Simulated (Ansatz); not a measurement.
**NaF: how the settings move a single-point run**

How sensitive is a single-point run of NaF to its settings? A reference run comes first, then three runs with altered input. The cell is built on a prototype (h-MgO type) and needn't be the phase found in nature.

Method: reference: DFT, PBE, plane waves, PAW, in Ansatz 0.2.0.

2 further runs of the same task are left out: 2 that didn't finish.

## (1) The structure to begin with

Symmetry: P6_3/mmc, No. 194, hexagonal system. The conventional cell has a = 3.868 Å, b = 3.868 Å, c = 4.551 Å, α = 90.00°, β = 90.00°, γ = 120.00°. Na (site symmetry -6m2) is surrounded by 5 F at 2.23 to 2.28 Å. Around F (site symmetry -6m2) lie 5 Na at 2.23 to 2.28 Å.

As a file:

```cif
data_structure
_symmetry_space_group_name_H-M 'P6_3/mmc'
_symmetry_Int_Tables_number 194
_cell_length_a 3.8681
_cell_length_b 3.8681
_cell_length_c 4.5514
_cell_angle_alpha 90.000
_cell_angle_beta 90.000
_cell_angle_gamma 120.000
_cell_volume 58.97
loop_
_atom_site_label
_atom_site_type_symbol
_atom_site_symmetry_multiplicity
_atom_site_Wyckoff_symbol
_atom_site_fract_x
_atom_site_fract_y
_atom_site_fract_z
_atom_site_occupancy
Na1 Na 2 c 0.33333 0.66667 0.25000 1
F1 F 2 d 0.66667 0.33333 0.25000 1
```

## (2) Reference

input.yaml

```yaml
crystal:
  lattice:
    - [3.8680668539, 0.0, 0.0]
    - [-1.934033427, 3.349844159, 0.0]
    - [0.0, 0.0, 4.5514116987]
  atoms:
    - { symbol: Na, position: [0.3333333333, 0.6666666667, 0.25] }
    - { symbol: Na, position: [0.6666666667, 0.3333333333, 0.75] }
    - { symbol: F, position: [0.6666666667, 0.3333333333, 0.25] }
    - { symbol: F, position: [0.3333333333, 0.6666666667, 0.75] }
kpoints:
  mp_grid: { grid: [6, 6, 4] }
hamiltonian:
  xc: pbe
scf:
  occupations: { method: fixed }
  n_extra_bands: 5
output:
  forces: true
  stress: true
  eigenvalues: true
```

Run with:

```sh
$ ansatz run input.yaml --threads 4 --pin off --max-ram 3686MiB --backend cpu --events-out ev --progress --plain --runs-dir out
```

## (3) Variant: occupations.method methfessel_paxton, occupations.width 0.05

Edit input.yaml of step 2 so:

```diff
@@ -15,3 +15,3 @@
 scf:
-  occupations: { method: fixed }
+  occupations: { method: methfessel_paxton, width: 0.05 }
   n_extra_bands: 5
```

## (4) Variant: xc pbe0

Edit input.yaml of step 2 so:

```diff
@@ -13,3 +13,3 @@
 hamiltonian:
-  xc: pbe
+  xc: pbe0
 scf:
```

## (5) Variant: exchange pbe, correlation pbe, coeff 0.35, omega 0.2078

Edit input.yaml of step 2 so:

```diff
@@ -13,3 +13,6 @@
 hamiltonian:
-  xc: pbe
+  xc:
+    exchange: pbe
+    correlation: pbe
+    exx: { coeff: 0.35, omega: 0.2078 }
 scf:
```

What does the calculation give? Wanted: for each run, ending; energy change; pressure; gap; force.

**Answer**, as computed:

| run | ending | energy change | pressure (GPa) | gap (eV) | force (eV/Å) | cycles | time |
| --- | --- | --- | --- | --- | --- | --- | --- |
| reference | converged | 0 | 2.5 | 5.69 | 0.00 | 6 | 0.34 s |
| 1: occupations.method methfessel_paxton, occupations.width 0.05 | converged | 0.0 meV/atom (σ→0) | 2.5 | 5.69 | 0.00 | 6 | 0.34 s |
| 2: xc pbe0 | converged | not comparable | 1.0 | 8.52 | 0.00 | 12 | 7.3 s |
| 3: exchange pbe, correlation pbe, coeff 0.35, omega 0.2078 | converged | not comparable | 0.4 | 8.59 | 0.00 | 12 | 7.7 s |

Residual by cycle in the longest SCF loop of each run; runs are numbered as in the table. The quantity is the density residual dr2, in eV.

| cycle | reference | run 1 | run 2 | run 3 |
| --- | --- | --- | --- | --- |
| 1 | 2.7e-4 | 2.6e-4 | 0.0368 | 0.0709 |
| 2 | 7.9e-5 | 8.0e-5 | 0.00456 | 0.0087 |
| 3 | 1.3e-5 | 1.2e-5 | 0.00181 | 0.00337 |
| 4 | 9.9e-7 | 8.0e-7 | 1.4e-4 | 2.8e-4 |
| 5 | 1.4e-6 | 1.9e-6 | 6.3e-5 | 1.4e-4 |
| 6 | 5.8e-8 | 4.1e-8 | 1.0e-6 | 1.0e-6 |

What this shows: «occupations.method methfessel_paxton, occupations.width 0.05» leaves the energy as it was. Of the variants the dearest is «exchange pbe, correlation pbe, coeff 0.35, omega 0.2078» (7.7 s), the cheapest «occupations.method methfessel_paxton, occupations.width 0.05» (0.34 s), on a shared host.
